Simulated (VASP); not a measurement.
# Sc (Fm-3m) in VASP: further runs

The runs below take Sc through single point, with PBE.

All numbers are computed with VASP 6.6.1; they aren't measurements. Logs are shortened: lines on timing, memory, paths and dates and some standing lists are left out, and cuts for length are marked.

**1. The crystal as given**

Symmetry: Fm-3m, No. 225, cubic system. Conventional cell: a = 4.541 Å, b = 4.541 Å, c = 4.541 Å, α = 90.00°, β = 90.00°, γ = 90.00°. Around Sc (site symmetry m-3m) lie 12 Sc at 3.21 Å.

This isn't the form of Sc at room conditions, which is hcp.

**2. Single point, PBE**

Contents of INCAR:

```
SYSTEM = Sc
PREC = Accurate
ENCUT = 520
EDIFF = 1E-6
ISMEAR = 0
SIGMA = 0.15
LREAL = .FALSE.
LASPH = .TRUE.
NELM = 100
ALGO = Normal
ISIF = 2
LWAVE = .FALSE.
LCHARG = .FALSE.
GGA = PE
NBANDS = 12
```

Contents of KPOINTS:

```
regular mesh
0
G
  20 20 20
  0 0 0
```

Contents of POSCAR:

```
Sc
1.0
    0.0000000000      2.2705000000      2.2705000000
    2.2705000000      0.0000000000      2.2705000000
    2.2705000000      2.2705000000      0.0000000000
Sc
1
Direct
    0.0000000000      0.0000000000      0.0000000000
```

Potentials or basis: VASP PAW PBE potentials, release 64 (Sc_sv).

Command:

```console
cat potpaw_PBE.64/Sc_sv/POTCAR > POTCAR
mpirun -np 1 vasp_std > vasp.out
```

OUTCAR:

```text
SYSTEM = Sc
   PREC = Accurate
   ENCUT = 520
   EDIFF = 1E-6
   ISMEAR = 0
   LREAL = .FALSE.
   LASPH = .TRUE.
   NELM = 100
   ISIF = 2
   GGA = PE

 ion  position               nearest neighbor table
   1  0.000  0.000  0.000-

  LATTYP: Found a face centered cubic cell.
 ALAT       =     4.5410000000

  Lattice vectors:

 A1 = (   0.0000000000,   2.2705000000,   2.2705000000)
 A2 = (   2.2705000000,   0.0000000000,   2.2705000000)
 A3 = (   2.2705000000,   2.2705000000,   0.0000000000)

Analysis of symmetry for initial positions (statically):
=====================================================================
 Subroutine PRICEL returns:
 Original cell was already a primitive cell.

 Routine SETGRP: Setting up the symmetry group for a
 face centered cubic supercell.

 Subroutine GETGRP returns: Found 48 space group operations
 (whereof 48 operations were pure point group operations)
 out of a pool of 48 trial point group operations.

The static configuration has the point symmetry O_h .

Analysis of symmetry for dynamics (positions and initial velocities):
=====================================================================
 Subroutine PRICEL returns:
 Original cell was already a primitive cell.

 Routine SETGRP: Setting up the symmetry group for a
 face centered cubic supercell.

 Subroutine GETGRP returns: Found 48 space group operations
 (whereof 48 operations were pure point group operations)
 out of a pool of 48 trial point group operations.

The dynamic configuration has the point symmetry O_h .

 Subroutine INISYM returns: Found 48 space group operations
 (whereof 48 operations are pure point group operations),
 and found     1 'primitive' translations

----------------------------------------------------------------------------------------

                                     Primitive cell

  volume of cell :      23.4096

  direct lattice vectors                    reciprocal lattice vectors
     0.000000000  2.270500000  2.270500000    -0.220215811  0.220215811  0.220215811
     2.270500000  0.000000000  2.270500000     0.220215811 -0.220215811  0.220215811
     2.270500000  2.270500000  0.000000000     0.220215811  0.220215811 -0.220215811

  length of vectors
     3.210971893  3.210971893  3.210971893     0.381424974  0.381424974  0.381424974

  position of ions in fractional coordinates (direct lattice)
     0.000000000  0.000000000  0.000000000

  ion indices of the primitive-cell ions
   primitive index   ion index
                 1           1

----------------------------------------------------------------------------------------

 KPOINTS: regular mesh

Automatic generation of k-mesh.
 Grid dimensions read from file:
 generate k-points for:   20   20   20

 Generating k-lattice:

  Cartesian coordinates                     Fractional coordinates (reciprocal lattice)
    -0.011010791  0.011010791  0.011010791     0.050000000  0.000000000  0.000000000
     0.011010791 -0.011010791  0.011010791     0.000000000  0.050000000  0.000000000
     0.011010791  0.011010791 -0.011010791     0.000000000  0.000000000  0.050000000

  Length of vectors
     0.019071249  0.019071249  0.019071249

  Shift w.r.t. Gamma in fractional coordinates (k-lattice)
     0.000000000  0.000000000  0.000000000

 Subroutine IBZKPT returns following result:
 ===========================================

 Found    256 irreducible k-points:

 Following reciprocal coordinates:
            Coordinates               Weight
  0.000000  0.000000  0.000000      1.000000
  0.050000  0.000000  0.000000      8.000000
  0.100000  0.000000  0.000000      8.000000
  0.150000  0.000000  0.000000      8.000000
  0.200000  0.000000  0.000000      8.000000
  0.250000  0.000000  0.000000      8.000000
[... 16 lines left out ...]
 -0.400000  0.050000  0.000000     24.000000
 -0.350000  0.050000  0.000000     24.000000
 [... further k-points ...]
   k-points           NKPTS =    256   k-points in BZ     NKDIM =    256   number of bands    NBANDS=     12
   number of dos      NEDOS =    301   number of ions     NIONS =      1
   total plane-waves  NPLWV =  13824
   dimension x,y,z NGX =    24 NGY =   24 NGZ =   24
   dimension x,y,z NGXF=    48 NGYF=   48 NGZF=   48
   ions per type =               1
   NGX,Y,Z   is equivalent  to a cutoff of  12.43, 12.43, 12.43 a.u.
   NGXF,Y,Z  is equivalent  to a cutoff of  24.85, 24.85, 24.85 a.u.
 SYSTEM =  Sc
   PREC   = accura    normal or accurate (medium, high low for compatibility)
   ISTART =      0    job   : 0-new  1-cont  2-samecut
   ICHARG =      2    charge: 1-file 2-atom 10-const
   ISPIN  =      1    spin polarized calculation?
   LNONCOLLINEAR =      F non collinear calculations
   LSORBIT =      F    spin-orbit coupling
   LASPH  =      T    aspherical Exc in radial PAW
   ENCUT  =  520.0 eV  38.22 Ry    6.18 a.u.   5.97  5.97  5.97*2*pi/ulx,y,z
   NELM   =    100;   NELMIN=  2; NELMDL= -5     # of ELM steps
   EDIFF  = 0.1E-05   stopping-criterion for ELM
   LREAL  =      F    real-space projection
[... 7 lines left out ...]
   TEBEG  =    0.0;   TEEND  =   0.0 temperature during run
   PSTRESS=    0.0 pullay stress
   NELECT =      11.0000    total number of electrons
   NUPDOWN=      -1.0000    fix difference up-down
   EMIN   =  10.00;   EMAX   =-10.00  energy-range for DOS
   EFERMI =   0.00;   METHOD = LEGACY
   ISMEAR =     0;   SIGMA  =   0.15  broadening in eV -4-tet -1-fermi 0-gaus
   EFERMI_NEDOS =   21; number of points for ismear=-14 and -15
   IALGO  =     38    algorithm
   IMIX   =      4    mixing-type and parameters
     AMIX     =   0.40;   BMIX     =  1.00
     AMIX_MAG =   1.60;   BMIX_MAG =  1.00
  volume/ion in A,a.u.               =      23.41       157.98
  Fermi-wavevector in a.u.,A,eV,Ry     =   1.272744  2.405136 22.039751  1.619876
  Thomas-Fermi vector in A             =   2.405605
   LORBIT       =      0    0 simple, 1 ext, 2 COOP (PROOUT), +10 PAW based schemes
   GGA     = PE    functional components
   LHFCALC =     F    Hartree Fock is set to
   AEXX    =    0.0000 exact exchange contribution
   IVDW    =     0    specifies the selected vdW correction
   LEPSILON=     F    determine dielectric tensor
   LRPA    =     F    only Hartree local field effects (RPA)
 non-spin polarized calculation
 Gauss-broadening in eV      SIGMA  =   0.15
  energy-cutoff  :      520.00
  volume of cell :       23.41
 maximum number of plane-waves:       648
   NGX = 11   NGY = 11   NGZ = 11

 number of electron      10.9999998 magnetization

 Free energy of the ion-electron system (eV)
  ---------------------------------------------------
  ext. energy  EPLUGINS =         0.00000000
  ---------------------------------------------------
  free energy    TOTEN  =        -6.20019532 eV

  energy without entropy =       -6.17959484  energy(sigma->0) =       -6.18989508

 E-fermi :   4.0543     XC(G=0): -10.0825

 val. band max:        4.0520478907   @ k =  -0.3500   0.2000   0.0500
 cond. band min:       4.0583052363   @ k =   0.3500   0.2500   0.0000
 fundamental gap:      0.0062573456
 Fermi energy:         4.0542502717

 k-point     1 :       0.0000    0.0000    0.0000
  band No.  band energies     occupation
      1     -45.2466      2.00000
      2     -23.6318      2.00000
      3     -23.6318      2.00000
      4     -23.6318      2.00000
      5      -1.2359      2.00000
      6       5.7033      0.00000
      7       5.7033      0.00000
      8       5.7033      0.00000
      9       7.1784      0.00000
     10       7.1784      0.00000
     11      16.8372      0.00000
     12      20.4411      0.00000

 k-point     2 :       0.0500    0.0000    0.0000
  band No.  band energies     occupation
      1     -45.2448      2.00000
      2     -23.6438      2.00000
      3     -23.6333      2.00000
      4     -23.6333      2.00000
      5      -1.1692      2.00000
      6       5.6518      0.00000
      7       5.7290      0.00000
      8       5.7290      0.00000
      9       7.1595      0.00000
     10       7.1595      0.00000
     11      16.9071      0.00000
     12      19.8411      0.00000

 k-point     3 :       0.1000    0.0000    0.0000
  band No.  band energies     occupation
      1     -45.2396      2.00000
      2     -23.6782      2.00000
      3     -23.6377      2.00000
      4     -23.6377      2.00000
      5      -0.9721      2.00000
      6       5.5076      0.00000
      7       5.7980      0.00000
      8       5.7980      0.00000
      9       7.1137      0.00000
     10       7.1137      0.00000
     11      17.0617      0.00000
     12      18.7354      0.00000
[... 286 lines left out ...]
 k-point    23 :      -0.4000    0.0500    0.0000
  band No.  band energies     occupation
      1     -45.1768      2.00000
      2     -24.0680      2.00000
      3     -23.7000      2.00000
      4     -23.6876      2.00000
      5       1.9928      2.00000
      6       4.3352      0.00808
      7       5.5902      0.00000
      8       5.6725      0.00000
      9       7.8797      0.00000
     10       8.1327      0.00000
     11      11.7919      0.00000
     12      16.4137      0.00000

 k-point    24 :      -0.3500    0.0500    0.0000
  band No.  band energies     occupation
      1     -45.1840      2.00000
      2     -24.0239      2.00000
      3     -23.6954      2.00000
      4     -23.6800      2.00000
      5       1.5769      2.00000
      6       4.3960      0.00127
      7       5.6647      0.00000
      8       5.7506      0.00000
      9       7.6284      0.00000
     10       7.9530      0.00000
     11      12.5554      0.00000
     12      16.6816      0.00000

 [... further k-points ...]
[... 5 lines left out ...]
  --------------------------------------------------------------------------------------
  -------------------------------------------------------------------------------------
  Total        0.4324174      0.4324174      0.4324174      0.0000000      0.0000000      0.0000000
  in kB       29.5950604     29.5950604     29.5950604      0.0000000      0.0000000      0.0000000
  external PRESSURE =      29.5950604 kB  Pullay stress =       0.0000000 kB

 VOLUME and BASIS-vectors are now :
 -----------------------------------------------------------------------------
  energy-cutoff  :      520.00
  volume of cell :       23.41
      direct lattice vectors                 reciprocal lattice vectors
     0.000000000  2.270500000  2.270500000    -0.220215811  0.220215811  0.220215811
     2.270500000  0.000000000  2.270500000     0.220215811 -0.220215811  0.220215811
     2.270500000  2.270500000  0.000000000     0.220215811  0.220215811 -0.220215811

 POSITION                                       TOTAL-FORCE (eV/Angst)
 -----------------------------------------------------------------------------------
      0.00000      0.00000      0.00000        -0.000000      0.000000     -0.000000
 -----------------------------------------------------------------------------------
    total drift:                               -0.000000      0.000000     -0.000000

  FREE ENERGIE OF THE ION-ELECTRON SYSTEM (eV)
  ---------------------------------------------------
  free  energy   TOTEN  =        -6.2001953229 eV

  energy  without entropy=       -6.1795948371  energy(sigma->0) =       -6.18989508
```

Run time: 15 s. Hardware: 1 thread of Intel Xeon 6975P-C (Granite Rapids), shared host; peak memory 0.19 GiB.

What came out:

```
Free energy            : -6.2002 eV
Pressure               : 3.0 GPa
Band gap on the k mesh : none (metal or under the smearing width)
```

**3. Single point, PBE**

Contents of INCAR:

```
SYSTEM = Sc
ALGO = Fast
EDIFF = 1E-6
ENCUT = 520
GGA = PE
ISIF = 2
ISMEAR = 0
LASPH = .True.
LCHARG = .False.
LREAL = .False.
LWAVE = .False.
NBANDS = 12
NELM = 100
PREC = Accurate
SIGMA = 0.15
```

Contents of KPOINTS:

```
k-points
0
Gamma
  18 18 18
  0 0 0
```

POSCAR is that of step 2.

Potentials or basis: VASP PAW PBE potentials, release 64 (Sc_sv).

Command:

```console
cat potpaw_PBE.64/Sc_sv/POTCAR > POTCAR
mpirun -np 1 vasp_std > vasp.out
```

OUTCAR:

```text
SYSTEM = Sc
   EDIFF = 1E-6
   ENCUT = 520
   GGA = PE
   ISIF = 2
   ISMEAR = 0
   LASPH = .True.
   LREAL = .False.
   NELM = 100
   PREC = Accurate

 ion  position               nearest neighbor table
   1  0.000  0.000  0.000-

  LATTYP: Found a face centered cubic cell.
 ALAT       =     4.5410000000

  Lattice vectors:

 A1 = (   0.0000000000,   2.2705000000,   2.2705000000)
 A2 = (   2.2705000000,   0.0000000000,   2.2705000000)
 A3 = (   2.2705000000,   2.2705000000,   0.0000000000)
[... 531 lines left out ...]
      3     -23.6751      2.00000
      4     -23.6550      2.00000
      5       0.2408      2.00000
      6       4.8265      0.00000
      7       5.8836      0.00000
      8       5.9913      0.00000
      9       6.9807      0.00000
     10       7.4108      0.00000
     11      15.1603      0.00000
     12      17.4633      0.00000

 [... further k-points ...]
[... 5 lines left out ...]
  --------------------------------------------------------------------------------------
  -------------------------------------------------------------------------------------
  Total        0.4249335      0.4249335      0.4249335     -0.0000000      0.0000000     -0.0000000
  in kB       29.0828578     29.0828578     29.0828578     -0.0000000      0.0000000     -0.0000000
  external PRESSURE =      29.0828578 kB  Pullay stress =       0.0000000 kB

 VOLUME and BASIS-vectors are now :
 -----------------------------------------------------------------------------
  energy-cutoff  :      520.00
  volume of cell :       23.41
      direct lattice vectors                 reciprocal lattice vectors
     0.000000000  2.270500000  2.270500000    -0.220215811  0.220215811  0.220215811
     2.270500000  0.000000000  2.270500000     0.220215811 -0.220215811  0.220215811
     2.270500000  2.270500000  0.000000000     0.220215811  0.220215811 -0.220215811

 POSITION                                       TOTAL-FORCE (eV/Angst)
 -----------------------------------------------------------------------------------
      0.00000      0.00000      0.00000         0.000000      0.000000     -0.000000
 -----------------------------------------------------------------------------------
    total drift:                                0.000000     -0.000000     -0.000000

  FREE ENERGIE OF THE ION-ELECTRON SYSTEM (eV)
  ---------------------------------------------------
  free  energy   TOTEN  =        -6.2001669055 eV

  energy  without entropy=       -6.1794935878  energy(sigma->0) =       -6.18983025
```

OSZICAR:

```text
N       E                     dE             d eps       ncg     rms          rms(c)
DAV:   1     0.750369081512E+02    0.75037E+02   -0.51330E+03  4696   0.906E+02
DAV:   2    -0.539125988707E+01   -0.80428E+02   -0.78802E+02  4680   0.287E+02
DAV:   3    -0.681920894169E+01   -0.14279E+01   -0.13927E+01  6208   0.506E+01
DAV:   4    -0.684314049309E+01   -0.23932E-01   -0.23918E-01  5860   0.521E+00
DAV:   5    -0.684352030680E+01   -0.37981E-03   -0.37981E-03  6308   0.632E-01    0.557E+00
RMM:   6    -0.625971711097E+01    0.58380E+00   -0.61213E-01  4856   0.103E+01    0.171E+00
RMM:   7    -0.620605750129E+01    0.53660E-01   -0.63857E-01  5969   0.685E+00    0.772E-01
RMM:   8    -0.620155825598E+01    0.44992E-02   -0.42983E-02  5058   0.304E+00    0.481E-01
RMM:   9    -0.620028430925E+01    0.12739E-02   -0.14496E-02  5963   0.114E+00    0.124E-01
RMM:  10    -0.620013850970E+01    0.14580E-03   -0.32227E-03  6378   0.554E-01    0.423E-02
RMM:  11    -0.620020695564E+01   -0.68446E-04   -0.74279E-04  6334   0.168E-01    0.358E-02
RMM:  12    -0.620016499440E+01    0.41961E-04   -0.14084E-04  5354   0.167E-01    0.958E-03
RMM:  13    -0.620016662988E+01   -0.16355E-05   -0.24391E-05  5996   0.573E-02    0.375E-03
RMM:  14    -0.620016690552E+01   -0.27564E-06   -0.38165E-06  4771   0.261E-02
   1 F= -.62001669E+01 E0= -.61898302E+01  d E =-.206733E-01
```

stdout:

```text
POSCAR found type information on POSCAR Sc
 POSCAR found :  1 types and       1 ions
 scaLAPACK will be used
 LDA part: xc-table for (Slater+PW92), standard interpolation
 POSCAR, INCAR and KPOINTS ok, starting setup
 FFT: planning ... GRIDC
 FFT: planning ... GRID_SOFT
 FFT: planning ... GRID
 WAVECAR not read
 entering main loop
```

Wall time 16 s (1 thread of Intel Xeon 6975P-C (Granite Rapids), shared host); peak memory 0.17 GiB.

Results:

* Free energy: -6.2002 eV
* Pressure: 2.9 GPa
* Band gap on the k mesh: none (metal or under the smearing width)
